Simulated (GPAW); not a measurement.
**PbS (honeycomb monolayer): G0W0 on several meshes in GPAW**

Aim: the GW shift of PbS (honeycomb monolayer) against the k mesh.

Method: PBE and many-body steps on it, plane waves, in GPAW 26.7.0.

Report form: the programs' logs are mostly left out.

### Step 1. Set-up

The cell holds 2 atoms: 1 Pb and 1 S. Cell: a = 3.956 Å, b = 3.956 Å, c = 11.400 Å, α = 90.0°, β = 90.0°, γ = 120.0°. Vacuum lies along c.

Structure file:

```cif
data_structure
_symmetry_space_group_name_H-M 'P 1'
_symmetry_Int_Tables_number 1
_cell_length_a 3.9559
_cell_length_b 3.9559
_cell_length_c 11.4000
_cell_angle_alpha 90.000
_cell_angle_beta 90.000
_cell_angle_gamma 120.000
_cell_volume 154.50
loop_
_atom_site_label
_atom_site_type_symbol
_atom_site_fract_x
_atom_site_fract_y
_atom_site_fract_z
_atom_site_occupancy
Pb1 Pb 0.33333 0.66667 0.43689 1
S2 S 0.66667 0.33333 0.56308 1
```

The structure was relaxed with PBE. The runs that relaxed it are not among those shown. Spin-orbit coupling is left out unless a step names it.

### Step 2. Empty states on the mesh, 6×6×1 mesh, 261 bands

This step: GPAW 26.7.0; DFT, PBE, plane waves, PAW.

The sums over transitions need many empty states on a uniform mesh; this step solves for them.

run.py

```python
import json
import numpy as np
from gpaw.mpi import world
from gpaw import GPAW

calc = GPAW('gs.gpw').fixed_density(kpts={'size': (6, 6, 1), 'gamma': True},
    parallel={'domain': 1, 'band': 1},
    txt='nscf.txt')
calc.diagonalize_full_hamiltonian(nbands=261)
calc.write('full.gpw', mode='all')
res = {}
kpts = calc.get_ibz_k_points()
res['kpts'] = kpts
res['eigenvalues'] = [calc.get_eigenvalues(kpt=k) for k in range(len(kpts))]
res['n_electrons'] = calc.get_number_of_electrons()

if world.rank == 0:
    with open('result.json', 'w') as f:
        json.dump(res, f, default=lambda x: x.tolist())
```

Command:

```sh
mpirun -n 4 gpaw python run.py
```

Run time: 76 s. Hardware: 4 MPI ranks of Arm Neoverse V1, shared host; peak memory 4.1 GiB; 5 min of CPU time.

This step gave:

```yaml
gap: 2.114 eV
k_of_the_valence_top: 0.1667, 0, 0
k_of_the_conduction_bottom: 0, 0, 0
least_direct_gap: 2.225 eV
k_points_computed: 7
lowest_point_of_the_top_converged_band_above_the_valence_top: 79.1140 eV
```

On this mesh the gap is 2.114 eV.

### Step 3. 6×6×1

Now the one-shot GW correction: screening in the RPA, then the self-energy of the levels asked for.

This step: G0W0 on PBE, plane waves, PAW.

run.py

```python
import json
import numpy as np
from gpaw.mpi import world
from gpaw.response.g0w0 import G0W0

gw = G0W0('full.gpw',
    filename='gw',
    kpts=[0, 1],
    bands=(8, 12),
    ecut=24,
    nbands=41,
    truncation='2D',
    integrate_gamma='sphere',
    q0_correction=True,
    frequencies={'type': 'nonlinear', 'domega0': 0.15, 'omega2': 15.0},
    eta=0.1,
    nblocksmax=True)
gw.calculate()
res = {mode: {k: v for k, v in r.items() if k != 'sigma_eskwn'}
       for mode, r in gw.all_results.items()}

if world.rank == 0:
    with open('result.json', 'w') as f:
        json.dump(res, f, default=lambda x: x.tolist())
```

Command:

```sh
mpirun -n 4 gpaw python run.py
```

Run time: 15 s. Hardware: 4 MPI ranks; peak memory 1.5 GiB.

Numbers from this step:

```yaml
g0w0_gap_on_the_points_computed: 3.545 eV
least_direct_g0w0_gap_on_the_computed_points: 3.698 eV
z_at_the_valence_top: 0.7395
z_at_the_conduction_bottom: 0.7987
starting_gap_on_the_mesh: 2.114 eV
k_of_the_valence_top: 0.1667, 0, 0
k_of_the_conduction_bottom: 0, 0, 0
```

The gap on the mesh goes from 2.11 eV to 3.54 eV, a correction of +1.43 eV.

### Step 4. Empty states on the mesh, 9×9×1 mesh, 51 bands

This step: DFT, PBE, plane waves, PAW.

run.py

```python
import json
import numpy as np
from gpaw.mpi import world
from gpaw import GPAW

calc = GPAW('gs.gpw').fixed_density(kpts={'size': (9, 9, 1), 'gamma': True},
    nbands=59,
    convergence={'bands': 51},
    txt='nscf.txt')
calc.write('full.gpw', mode='all')
res = {}
kpts = calc.get_ibz_k_points()
res['kpts'] = kpts
res['eigenvalues'] = [calc.get_eigenvalues(kpt=k) for k in range(len(kpts))]
res['n_electrons'] = calc.get_number_of_electrons()

if world.rank == 0:
    with open('result.json', 'w') as f:
        json.dump(res, f, default=lambda x: x.tolist())
```

Command:

```sh
mpirun -n 4 gpaw python run.py
```

It took 13 s on 4 MPI ranks; peak memory 0.79 GiB; 51 s of CPU time.

Numbers from this step:

| Property | Result |
| --- | --- |
| gap | 2.103 eV |
| k of the valence top | 0.2222, -0.1111, 0 |
| k of the conduction bottom | 0, 0, 0 |
| least direct gap | 2.225 eV |
| k points computed | 12 |
| lowest point of the top converged band, above the valence top | 23.39 eV |

On this mesh the gap is 2.103 eV.

### Step 5. 9×9×1

This step: G0W0 on PBE, plane waves, PAW.

run.py

```python
import json
import numpy as np
from gpaw.mpi import world
from gpaw.response.g0w0 import G0W0

gw = G0W0('full.gpw',
    filename='gw',
    kpts=[0, 2],
    bands=(8, 12),
    ecut=24,
    nbands=41,
    truncation='2D',
    integrate_gamma='sphere',
    q0_correction=True,
    frequencies={'type': 'nonlinear', 'domega0': 0.15, 'omega2': 15.0},
    eta=0.1,
    nblocksmax=True)
gw.calculate()
res = {mode: {k: v for k, v in r.items() if k != 'sigma_eskwn'}
       for mode, r in gw.all_results.items()}

if world.rank == 0:
    with open('result.json', 'w') as f:
        json.dump(res, f, default=lambda x: x.tolist())
```

Command:

```sh
mpirun -n 4 gpaw python run.py
```

Elapsed: 35 s, on 4 MPI ranks; peak memory 1.7 GiB; 2.4 min of CPU time.

This step gave:

```
G0W0 gap on the points computed              : 3.492 eV
least direct G0W0 gap on the computed points : 3.662 eV
Z at the valence top                         : 0.7405
Z at the conduction bottom                   : 0.7982
starting gap on the mesh                     : 2.103 eV
k of the valence top                         : 0.2222, -0.1111, 0
k of the conduction bottom                   : 0, 0, 0
```

Against G0W0 in GPAW (6×6×1 mesh, 41 bands, screening to 24 eV, full frequency, Hilbert transform), the gap moves by −0.053 eV.

### Step 6. The runs together

Times are wall times on 4 MPI ranks of Arm Neoverse V1, shared host, good to a factor of about two.

| run | mesh | bands | screening cutoff (eV) | DFT gap (eV) | gap on the mesh (eV) | direct (eV) | time |
| --- | --- | --- | --- | --- | --- | --- | --- |
| 6×6×1 | 6×6×1 | 41 | 24 | 2.114 | 3.545 | 3.698 | 15 s |
| 9×9×1 | 9×9×1 | 41 | 24 | 2.103 | 3.492 | 3.662 | 35 s |

### Step 7. Results

| Item | Value |
| --- | --- |
| 6×6×1 | 3.545 eV |
| 9×9×1 | 3.492 eV |
| known limits | not at the basis limit; no spin-orbit coupling |

9×9×1: −0.053 eV against 6×6×1, −0.010 eV of it in the start. Bands and cutoff are finite, so the gap is not at the basis limit. The miss can reach some tenths of an eV and take either sign; the mesh is an error of its own. These stock PAW sets were not made for GW. In the G0W0 runs levels were corrected at 2 k points alone, so a gap called «on the mesh» is the least over those, and an edge elsewhere would be missed. Mesh or cutoff lie under what a gap needs, so these runs test behaviour and cost; their gaps are not to be quoted. Where an edge is built on 6p states of lead, bismuth or thallium, scalar-relativistic gaps usually stand too wide, by a few tenths to over one eV. The many-body steps are scalar-relativistic: spin-orbit coupling is not in them.

[Paths, hosts, dates, memory and timing lines, banners, echoed tables and standing remarks are left out of the program output.]

[Logs are printed without paths, hosts, clocks, repeated set-up lines and the standing remarks that a program may print on its own settings, such as how far it seeks lower states.]

[Runs of the session that timed out or met a known fault of the program may be left out.]

[Hosts, paths, dates, database ids (printed as entryN), source tags and the programs' standing remarks are cut or masked in the printed files.]
